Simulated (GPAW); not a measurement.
# InAs (F-43m) in GPAW: notebook

The runs below take InAs through single point, with PBE.

All numbers are computed with GPAW 26.7.0; they aren't measurements. Logs are shortened: lines on timing, memory, paths and dates and some standing lists are left out, and cuts for length are marked. The log counts tension as positive stress, the text compression.

**1. Starting point**

It takes space group F-43m (No. 216, cubic). Conventional cell: a = 6.036 Å, b = 6.036 Å, c = 6.036 Å, α = 90.00°, β = 90.00°, γ = 90.00°. In (site symmetry -43m) has 4 As at 2.61 Å as nearest neighbours. Around As (site symmetry -43m) lie 4 In at 2.61 Å.

**2. Single point, PBE**

The input, run.py:

```python
from ase.dft.bandgap import bandgap
from ase.io import read, write
from ase.units import GPa
from gpaw import GPAW, PW

atoms = read('InAs.xyz')

calc = GPAW(mode=PW(600),
            xc='PBE',
            kpts={'size': (10, 10, 10), 'gamma': True},
            occupations={'name': 'fermi-dirac', 'width': 0.05},
            nbands=18,
            convergence={'density': 1e-05, 'energy': 1e-05},
            maxiter=80,
            txt='gpaw.txt')
atoms.calc = calc
energy = atoms.get_potential_energy()
forces = atoms.get_forces()
stress = atoms.get_stress()
calc.write('gs.gpw')
write('result.traj', atoms)
print(f'Energy: {energy:.6f} eV')
print('Forces (eV/A):')
print(forces.round(4))
print('Stress (GPa):', (stress / GPa).round(3))
print('Fermi level:', round(calc.get_fermi_level(), 4), 'eV')
print(f'Gap: {bandgap(calc)[0]:.4f} eV, direct: {bandgap(calc, direct=True)[0]:.4f} eV')
```

The input, InAs.xyz:

```xyz
2
Lattice="0.0000000000 3.0180000000 3.0180000000 3.0180000000 0.0000000000 3.0180000000 3.0180000000 3.0180000000 0.0000000000" Properties=species:S:1:pos:R:3 pbc="T T T"
In     0.0000000000      0.0000000000      0.0000000000
As     4.5270000000      4.5270000000      4.5270000000
```

Potentials or basis: GPAW PAW data sets (gpaw-data 1.2.1), pw.

Command:

```sh
$ OMP_NUM_THREADS=1 python run.py
```

gpaw.txt:

```text
__  _  _
 | _ |_)|_||  |
 |__||  | ||/\| - 26.7.0

Input parameters:
  mode=PW(ecut=600.0),
  convergence={'density': 1e-05, 'energy': 1e-05},
  kpts=MonkhorstPack(size=(10, 10, 10), gamma=True),
  maxiter=80,
  nbands=18,
  occupations=Occupations(name='fermi-dirac', width=0.05),
  xc=XC(name='PBE')

Diagonalizing LCAO Hamiltonian
Converting LCAO to pw mode

                     As

       In

Atoms  # Å, Bohr magnetons
|   | symbol |        x |        y |        z |    initial magnetic moments |
|---|--------|----------|----------|----------|-----------------------------|
| 0 |     In | 0.000000 | 0.000000 | 0.000000 | ( 0.0000,  0.0000,  0.0000) |
| 1 |     As | 4.527000 | 4.527000 | 4.527000 | ( 0.0000,  0.0000,  0.0000) |

Unit cell  # Å
| periodic |        x |        y |        z |  lengths |    angles |
|----------|----------|----------|----------|----------|-----------|
|      yes | 0.000000 | 3.018000 | 3.018000 | 4.268097 | 60.000000 |
|      yes | 3.018000 | 0.000000 | 3.018000 | 4.268097 | 60.000000 |
|      yes | 3.018000 | 3.018000 | 0.000000 | 4.268097 | 60.000000 |

Number of symmetries: 24
Symmetry operations  # r_c * U_cc + t_c -> r_c
|    | kind |            matrix            |
|----|------|------------------------------|
|  0 |  E   |  1, 0, 0,  0, 1, 0,  0, 0, 1 |
|  1 |  σ   |  1, 0, 0,  0, 0, 1,  0, 1, 0 |
|  2 |  σ   |  1, 0,-1,  0, 1,-1,  0, 0,-1 |
|  3 |  C3  |  1, 0,-1,  0, 0,-1,  0, 1,-1 |
|  4 |  C3  |  1,-1, 0,  0,-1, 1,  0,-1, 0 |
|  5 |  σ   |  1,-1, 0,  0,-1, 0,  0,-1, 1 |
|  6 |  σ   |  0, 1, 0,  1, 0, 0,  0, 0, 1 |
|  7 |  C3  |  0, 1, 0,  0, 0, 1,  1, 0, 0 |
|  8 |  C2  |  0, 1,-1,  1, 0,-1,  0, 0,-1 |
|  9 |  S4  |  0, 1,-1,  0, 0,-1,  1, 0,-1 |
| 10 |  C3  |  0, 0, 1,  1, 0, 0,  0, 1, 0 |
| 11 |  σ   |  0, 0, 1,  0, 1, 0,  1, 0, 0 |
| 12 |  S4  |  0, 0,-1,  1, 0,-1,  0, 1,-1 |
| 13 |  C3  |  0, 0,-1,  0, 1,-1,  1, 0,-1 |
| 14 |  S4  |  0,-1, 1,  1,-1, 0,  0,-1, 0 |
| 15 |  C2  |  0,-1, 1,  0,-1, 0,  1,-1, 0 |
| 16 |  C3  |  0,-1, 0,  1,-1, 0,  0,-1, 1 |
| 17 |  S4  |  0,-1, 0,  0,-1, 1,  1,-1, 0 |
| 18 |  S4  | -1, 1, 0, -1, 0, 1, -1, 0, 0 |
| 19 |  C3  | -1, 1, 0, -1, 0, 0, -1, 0, 1 |
| 20 |  C3  | -1, 0, 1, -1, 1, 0, -1, 0, 0 |
| 21 |  S4  | -1, 0, 1, -1, 0, 0, -1, 1, 0 |
| 22 |  σ   | -1, 0, 0, -1, 1, 0, -1, 0, 1 |
| 23 |  C2  | -1, 0, 0, -1, 0, 1, -1, 1, 0 |

BZ-sampling:
  Number of BZ points: 1000
  Number of IBZ points: 47

  Monkhorst-Pack size: [10, 10, 10]
  Monkhorst-Pack shift: [0.05, 0.05, 0.05]

K-points  # in reciprocal-cell coordinates
|     |                                coordinates |     weight |
|-----|--------------------------------------------|------------|
|   0 | (  0.00000000,   0.00000000,   0.00000000) | 0.00100000 |
|   1 | (  0.10000000,   0.10000000,   0.00000000) | 0.00600000 |
|   2 | (  0.10000000,   0.10000000,   0.10000000) | 0.00800000 |
|   3 | (  0.20000000,   0.10000000,   0.10000000) | 0.01200000 |
|   4 | (  0.20000000,   0.20000000,   0.00000000) | 0.00600000 |
|   5 | (  0.20000000,   0.20000000,   0.10000000) | 0.02400000 |
|   6 | (  0.20000000,   0.20000000,   0.20000000) | 0.00800000 |
|   7 | (  0.30000000,   0.20000000,   0.10000000) | 0.02400000 |
|   8 | (  0.30000000,   0.20000000,   0.20000000) | 0.02400000 |
|   9 | (  0.30000000,   0.30000000,   0.00000000) | 0.00600000 |
| ... |                                            |            |
|  46 | (  0.50000000,   0.50000000,   0.50000000) | 0.00400000 |

Plane wave coefficients: 1854
Cutoff: 600.0 eV

Spin-components: 1 (collinear spins)
Bands:           18
Projectors:      11
Spin-degeneracy: 2
Datatype:        complex128

Parallelization:
  kpt:    1
  domain: 1
  band:   1

Density:
  Valence electrons: 18.0
  Components: 1
  Grid points: [25 25 25]
  Charge: 0.0  # |e|

Potential:
  Grid points: [25 25 25]

species:
  In:
    name:    Indium
    Z:       49.0
    valence: 13
    core:    36
    charge:  0.0  # [|e|]
    compensation charges:
      type: gauss
      rc: 0.36  # [Å]
      lmax: 2
    cutoffs:
      filter: 2.09  # [Å]
      core: 2.48  # [Å]
    projectors
    | kind |    occ | energy [eV] | rcut [Å] |
    |------|--------|-------------|----------|
    |   5s |  2.000 |      -8.203 |    1.185 |
    |   5p |  1.000 |      -2.521 |    1.244 |
    |   4d | 10.000 |     -18.629 |    1.148 |
    |    s |        |      19.008 |    1.185 |
    |    p |        |      24.691 |    1.244 |
    |    d |        |       8.583 |    1.148 |

    Using partial waves for In as LCAO basis

  As:
    name:    Arsenic
    Z:       33.0
    valence: 5
    core:    28
    charge:  0.0  # [|e|]
    compensation charges:
      type: gauss
      rc: 0.33  # [Å]
      lmax: 2
    cutoffs:
      filter: 1.87  # [Å]
      core: 2.96  # [Å]
    projectors
    | kind |    occ | energy [eV] | rcut [Å] |
    |------|--------|-------------|----------|
    |   4s |  2.000 |     -14.487 |    1.058 |
    |   4p |  3.000 |      -5.196 |    1.058 |
    |    s |        |      12.725 |    1.058 |
    |    p |        |      22.016 |    1.058 |
    |    d |        |       0.000 |    1.058 |

    Using partial waves for As as LCAO basis

Reference energy: -221478.393260  # eV

eigensolver:
  PPCG
  Converge bands: occupied
  niter=2

density mixing:
  MSR1-Mixer
  Pratt-step length: 0.05
  Maximum mixing coefficient: 0.75
  Old densities: 10
  SVD Regularization: 0.005
  Good broyden scale: 1.0
  Trust region scale: 1.0
  Backstep threshold: 4.0
  History deletion threshold: 6.0
  Fourier metric: weight=20.0, sigma=0.015

occupation numbers:
  Fermi-Dirac:
    width: 0.0500  # eV

poisson solver:
  ecut: 4800.0  # eV

xc functional:
  name: PBE with 2 nearest neighbor stencil

convergence criteria:
- Maximum integral of absolute [dens]ity change: 1e-05 electrons / valence electron
- Maximum [total energy] change in last 3 cyles: 1e-05 eV / valence electron
- Maximum integral of absolute [eigenst]ate change: 4e-08 eV^2 / valence electron
maximum number of iterations: 80

SCF iterations
|iter     | |      energy | eigst |  dens |
|---------|-|-------------|-------|-------|
|iter:   1| |   -8.120541 | -0.34 |       |
|iter:   2| |   -8.076074 | -2.36 | -1.18 |
|iter:   3| |   -7.906532 | -1.94 | -1.21 |
|iter:   4| |   -7.907652 | -3.32 | -1.80 |
|iter:   5| |   -7.907758 | -4.10 | -2.32 |
|iter:   6| |   -7.907787c| -5.64 | -3.12 |
|iter:   7| |   -7.907790c| -6.67 | -3.56 |
|iter:   8| |   -7.907790c| -8.14c| -4.62 |
|iter:   9| |   -7.907790c| -8.39c| -5.36c|

Converged in 9 steps
Energy contributions relative to reference atoms: (reference = -221478.393260)

Energy contributions:
  Kinetic:          26.979403
  Coulomb:         -24.713574
  Zero:              0.139522
  External:          0.000000
  Xc:              -10.312958
  Entropy:          -0.000369
  Spinorbit:         0.000000
  ----------------------------
  Free energy:      -7.907974
  Extrapolated:     -7.907790

dipole moment: (-17.117729, -17.117729, -17.117729)  # |e|*Ang

Fermi level: 4.974
Eigenvalues  # (at kpt = [0.000, 0.000, 0.000])
| band index |      eig [eV] | occ [0-2] |
|------------|---------------|-----------|
|          0 |        -9.407 |     2.000 |
|        ... |               |           |
|          2 |        -9.407 |     2.000 |
|          3 |        -9.278 |     2.000 |
|          4 |        -9.278 |     2.000 |
|          5 |        -6.993 |     2.000 |
|          6 |         4.742 |     1.981 |
|          7 |         4.902 |     1.614 |
[... 8 lines left out ...]
|         16 |        15.398 |     0.000 |
|         17 |        15.398 |     0.000 |

No gap
No difference between direct/indirect transitions

Forces  # eV/Ang
|       x |       y |       z |
|---------|---------|---------|
| 0.00000 | 0.00000 | 0.00000 |  # In   0
| 0.00000 | 0.00000 | 0.00000 |  # As   1

Stress tensor  # eV/Ang^3
|         x |         y |         z |
|-----------|-----------|-----------|
| -0.025151 | -0.000000 | -0.000000 |
| -0.000000 | -0.025151 |  0.000000 |
| -0.000000 |  0.000000 | -0.025151 |

# Writing to gs.gpw (mode='')
```

It took 24 s on 1 thread of Arm Neoverse V1, shared host; peak memory 0.18 GiB.

Results:

| Property | Result |
| --- | --- |
| Free energy | -7.9080 eV |
| Pressure | 4.0 GPa |
| Band gap on the k mesh | none (metal or under the smearing width) |

Levels at points of the mesh, in eV from the Fermi level:
| k point | band 5 | band 6 | band 7 | band 8 | band 9 | band 10 | band 11 | band 12 | band 13 | band 14 |
| --- | --- | --- | --- | --- | --- | --- | --- | --- | --- | --- |
| (0.00, 0.00, 0.00) | -14.25 | -11.97 | -0.23 | -0.07 | -0.07 | -0.07 | 3.82 | 3.82 | 3.82 | 7.50 |
| (0.50, 0.50, 0.00) | -14.23 | -9.92 | -5.93 | -2.42 | -2.42 | 1.47 | 2.00 | 9.16 | 9.23 | 9.23 |
| (0.50, 0.50, 0.50) | -14.24 | -10.47 | -5.86 | -1.08 | -1.08 | 0.90 | 4.61 | 4.61 | 6.81 | 9.01 |

Caveat: this crystal is a semiconductor, whose small gap the functional closes, so the metal is an error of the method.

**3. Single point, PBE**

Changes to run.py since step 2:

```diff
@@ -1,3 +1,4 @@
 from ase.dft.bandgap import bandgap
-from ase.io import read, write
+from ase.io import write
+from ase.spacegroup import crystal
 from ase.units import GPa
@@ -5,7 +6,14 @@
 
-atoms = read('InAs.xyz')
+# In 4a
+# As 4c
+atoms = crystal(['In', 'As'],
+                basis=[[0.0, 0.0, 0.0],
+                       [0.25, 0.25, 0.25]],
+                spacegroup=216, setting=1,  # F-43m
+                cellpar=[6.036, 6.036, 6.036, 90.0, 90.0, 90.0],
+                primitive_cell=True)
 
-calc = GPAW(mode=PW(600),
+calc = GPAW(mode=PW(300),
             xc='PBE',
-            kpts={'size': (10, 10, 10), 'gamma': True},
+            kpts={'size': (6, 6, 6), 'gamma': True},
             occupations={'name': 'fermi-dirac', 'width': 0.05},
@@ -13,3 +21,3 @@
             convergence={'density': 1e-05, 'energy': 1e-05},
-            maxiter=80,
+            maxiter=60,
             txt='gpaw.txt')
```

Potentials or basis: GPAW PAW data sets (gpaw-data 1.2.1), pw.

Command:

```sh
$ OMP_NUM_THREADS=1 python run.py
```

Wall time 5.9 s (1 thread of Arm Neoverse V1, shared host); peak memory 0.13 GiB.

The run converged, but some of its settings lie outside the range that counts as converged, so its numbers aren't taken as properties of the crystal.

What came out:

```yaml
Free_energy: -7.3844 eV
Pressure: 2.2 GPa
Band_gap_on_the_k_mesh: none (metal or under the smearing width)
```

Caveat: the cutoff is short for stress and forces, so pressures can be off by a GPa or more; this crystal is a semiconductor, whose small gap the functional closes, so the metal is an error of the method.

**4. Single point, PBE**

The input, run.py:

```python
import spglib
from ase import Atoms
from ase.dft.bandgap import bandgap
from ase.io import read, write
from ase.units import GPa
from gpaw import GPAW, PW

atoms = read('InAs.cif')
cell, positions, numbers = spglib.find_primitive(
    (atoms.cell[:], atoms.get_scaled_positions(), atoms.numbers), symprec=1e-4)
atoms = Atoms(numbers, cell=cell, scaled_positions=positions, pbc=True)

calc = GPAW(mode=PW(1200),
            xc='PBE',
            kpts={'size': (6, 6, 6), 'gamma': True},
            occupations={'name': 'fermi-dirac', 'width': 0.05},
            nbands=18,
            convergence={'density': 1e-05, 'energy': 1e-05},
            maxiter=80,
            txt='gpaw.txt')
atoms.calc = calc
energy = atoms.get_potential_energy()
forces = atoms.get_forces()
stress = atoms.get_stress()
calc.write('gs.gpw')
write('result.traj', atoms)
print(f'Energy: {energy:.6f} eV')
print('Forces (eV/A):')
print(forces.round(4))
print('Stress (GPa):', (stress / GPa).round(3))
print('Fermi level:', round(calc.get_fermi_level(), 4), 'eV')
print(f'Gap: {bandgap(calc)[0]:.4f} eV, direct: {bandgap(calc, direct=True)[0]:.4f} eV')
```

The input, InAs.cif:

```cif
data_InAs
_cell_length_a 6.03600000
_cell_length_b 6.03600000
_cell_length_c 6.03600000
_cell_angle_alpha 90.00000000
_cell_angle_beta 90.00000000
_cell_angle_gamma 90.00000000
_space_group_name_H-M_alt 'F-43m'
_space_group_name_Hall 'F -4 2 3'
_space_group_IT_number 216
loop_
_space_group_symop_operation_xyz
'x,y,z'
'y,-x,-z'
'-x,-y,z'
'-y,x,-z'
'x,-y,-z'
'y,x,z'
'-x,y,-z'
'-y,-x,z'
'z,x,y'
'-z,y,-x'
'z,-x,-y'
'-z,-y,x'
'-z,x,-y'
'z,y,x'
'-z,-x,y'
'z,-y,-x'
'y,z,x'
'-x,-z,y'
'-y,z,-x'
'x,-z,-y'
'-y,-z,x'
'x,z,y'
'y,-z,-x'
'-x,z,-y'
'x,y+1/2,z+1/2'
'y,-x+1/2,-z+1/2'
'-x,-y+1/2,z+1/2'
'-y,x+1/2,-z+1/2'
'x,-y+1/2,-z+1/2'
'y,x+1/2,z+1/2'
'-x,y+1/2,-z+1/2'
'-y,-x+1/2,z+1/2'
'z,x+1/2,y+1/2'
'-z,y+1/2,-x+1/2'
'z,-x+1/2,-y+1/2'
'-z,-y+1/2,x+1/2'
'-z,x+1/2,-y+1/2'
'z,y+1/2,x+1/2'
'-z,-x+1/2,y+1/2'
'z,-y+1/2,-x+1/2'
'y,z+1/2,x+1/2'
'-x,-z+1/2,y+1/2'
'-y,z+1/2,-x+1/2'
'x,-z+1/2,-y+1/2'
'-y,-z+1/2,x+1/2'
'x,z+1/2,y+1/2'
'y,-z+1/2,-x+1/2'
'-x,z+1/2,-y+1/2'
'x+1/2,y,z+1/2'
'y+1/2,-x,-z+1/2'
'-x+1/2,-y,z+1/2'
'-y+1/2,x,-z+1/2'
'x+1/2,-y,-z+1/2'
'y+1/2,x,z+1/2'
'-x+1/2,y,-z+1/2'
'-y+1/2,-x,z+1/2'
'z+1/2,x,y+1/2'
'-z+1/2,y,-x+1/2'
'z+1/2,-x,-y+1/2'
'-z+1/2,-y,x+1/2'
'-z+1/2,x,-y+1/2'
'z+1/2,y,x+1/2'
'-z+1/2,-x,y+1/2'
'z+1/2,-y,-x+1/2'
'y+1/2,z,x+1/2'
'-x+1/2,-z,y+1/2'
'-y+1/2,z,-x+1/2'
'x+1/2,-z,-y+1/2'
'-y+1/2,-z,x+1/2'
'x+1/2,z,y+1/2'
'y+1/2,-z,-x+1/2'
'-x+1/2,z,-y+1/2'
'x+1/2,y+1/2,z'
'y+1/2,-x+1/2,-z'
'-x+1/2,-y+1/2,z'
'-y+1/2,x+1/2,-z'
'x+1/2,-y+1/2,-z'
'y+1/2,x+1/2,z'
'-x+1/2,y+1/2,-z'
'-y+1/2,-x+1/2,z'
'z+1/2,x+1/2,y'
'-z+1/2,y+1/2,-x'
'z+1/2,-x+1/2,-y'
'-z+1/2,-y+1/2,x'
'-z+1/2,x+1/2,-y'
'z+1/2,y+1/2,x'
'-z+1/2,-x+1/2,y'
'z+1/2,-y+1/2,-x'
'y+1/2,z+1/2,x'
'-x+1/2,-z+1/2,y'
'-y+1/2,z+1/2,-x'
'x+1/2,-z+1/2,-y'
'-y+1/2,-z+1/2,x'
'x+1/2,z+1/2,y'
'y+1/2,-z+1/2,-x'
'-x+1/2,z+1/2,-y'
loop_
_atom_site_label
_atom_site_type_symbol
_atom_site_symmetry_multiplicity
_atom_site_Wyckoff_symbol
_atom_site_fract_x
_atom_site_fract_y
_atom_site_fract_z
_atom_site_occupancy
In1 In 4 a 0.0000000000 0.0000000000 0.0000000000 1
As1 As 4 c 0.2500000000 0.2500000000 0.2500000000 1
```

Potentials or basis: GPAW PAW data sets (gpaw-data 1.2.1), pw.

Command:

```sh
$ OMP_NUM_THREADS=1 python run.py
```

gpaw.txt:

```text
__  _  _
 | _ |_)|_||  |
 |__||  | ||/\| - 26.7.0

Input parameters:
  mode=PW(ecut=1200.0),
  convergence={'density': 1e-05, 'energy': 1e-05},
  kpts=MonkhorstPack(size=(6, 6, 6), gamma=True),
  maxiter=80,
  nbands=18,
  occupations=Occupations(name='fermi-dirac', width=0.05),
  xc=XC(name='PBE')

Diagonalizing LCAO Hamiltonian
Converting LCAO to pw mode

            As

       In

Atoms  # Å, Bohr magnetons
|   | symbol |        x |        y |        z |    initial magnetic moments |
|---|--------|----------|----------|----------|-----------------------------|
| 0 |     In | 0.000000 | 0.000000 | 0.000000 | ( 0.0000,  0.0000,  0.0000) |
| 1 |     As | 1.509000 | 1.509000 | 1.509000 | ( 0.0000,  0.0000,  0.0000) |

Unit cell  # Å
| periodic |        x |        y |        z |  lengths |    angles |
|----------|----------|----------|----------|----------|-----------|
|      yes | 0.000000 | 3.018000 | 3.018000 | 4.268097 | 60.000000 |
|      yes | 3.018000 | 0.000000 | 3.018000 | 4.268097 | 60.000000 |
|      yes | 3.018000 | 3.018000 | 0.000000 | 4.268097 | 60.000000 |

Number of symmetries: 24
Symmetry operations  # r_c * U_cc + t_c -> r_c
|    | kind |            matrix            |
|----|------|------------------------------|
|  0 |  E   |  1, 0, 0,  0, 1, 0,  0, 0, 1 |
|  1 |  σ   |  1, 0, 0,  0, 0, 1,  0, 1, 0 |
|  2 |  σ   |  1, 0,-1,  0, 1,-1,  0, 0,-1 |
|  3 |  C3  |  1, 0,-1,  0, 0,-1,  0, 1,-1 |
|  4 |  C3  |  1,-1, 0,  0,-1, 1,  0,-1, 0 |
|  5 |  σ   |  1,-1, 0,  0,-1, 0,  0,-1, 1 |
[... 139 lines left out ...]
  ecut: 9600.0  # eV

xc functional:
  name: PBE with 2 nearest neighbor stencil

convergence criteria:
- Maximum integral of absolute [dens]ity change: 1e-05 electrons / valence electron
- Maximum [total energy] change in last 3 cyles: 1e-05 eV / valence electron
- Maximum integral of absolute [eigenst]ate change: 4e-08 eV^2 / valence electron
maximum number of iterations: 80

SCF iterations
|iter     | |      energy | eigst |  dens |
|---------|-|-------------|-------|-------|
|iter:   1| |   -8.107290 | -0.28 |       |
|iter:   2| |   -8.062057 | -2.30 | -1.17 |
|iter:   3| |   -7.889591 | -1.92 | -1.21 |
|iter:   4| |   -7.890737 | -3.27 | -1.80 |
|iter:   5| |   -7.890863 | -4.06 | -2.31 |
|iter:   6| |   -7.890895c| -5.62 | -3.10 |
|iter:   7| |   -7.890898c| -6.63 | -3.55 |
|iter:   8| |   -7.890898c| -8.09c| -4.60 |
|iter:   9| |   -7.890898c| -8.31c| -5.34c|

Converged in 9 steps
Energy contributions relative to reference atoms: (reference = -221478.393260)

Energy contributions:
  Kinetic:          27.084855
  Coulomb:         -24.777783
  Zero:              0.138404
  External:          0.000000
  Xc:              -10.335890
  Entropy:          -0.000967
  Spinorbit:         0.000000
  ----------------------------
  Free energy:      -7.891381
  Extrapolated:     -7.890898

dipole moment: (-23.434235, -23.434235, -23.434235)  # |e|*Ang

Fermi level: 4.946
Eigenvalues  # (at kpt = [0.000, 0.000, 0.000])
| band index |      eig [eV] | occ [0-2] |
|------------|---------------|-----------|
|          0 |        -9.407 |     2.000 |
|        ... |               |           |
|          2 |        -9.407 |     2.000 |
|          3 |        -9.279 |     2.000 |
|          4 |        -9.279 |     2.000 |
|          5 |        -6.986 |     2.000 |
|          6 |         4.747 |     1.964 |
|          7 |         4.909 |     1.354 |
[... 8 lines left out ...]
|         16 |        15.400 |     0.000 |
|         17 |        15.400 |     0.000 |

No gap
No difference between direct/indirect transitions

Forces  # eV/Ang
|       x |        y |        z |
|---------|----------|----------|
| 0.00000 |  0.00000 |  0.00000 |  # In   0
| 0.00000 | -0.00000 | -0.00000 |  # As   1

Stress tensor  # eV/Ang^3
|         x |         y |         z |
|-----------|-----------|-----------|
| -0.025843 | -0.000000 | -0.000000 |
| -0.000000 | -0.025843 |  0.000000 |
| -0.000000 |  0.000000 | -0.025843 |

# Writing to gs.gpw (mode='')
```

It took 30 s on 1 thread of Arm Neoverse V1, shared host; peak memory 0.23 GiB.

Results:

* Free energy: -7.8914 eV
* Pressure: 4.1 GPa
* Band gap on the k mesh: none (metal or under the smearing width)

Caveat: this crystal is a semiconductor, whose small gap the functional closes, so the metal is an error of the method.
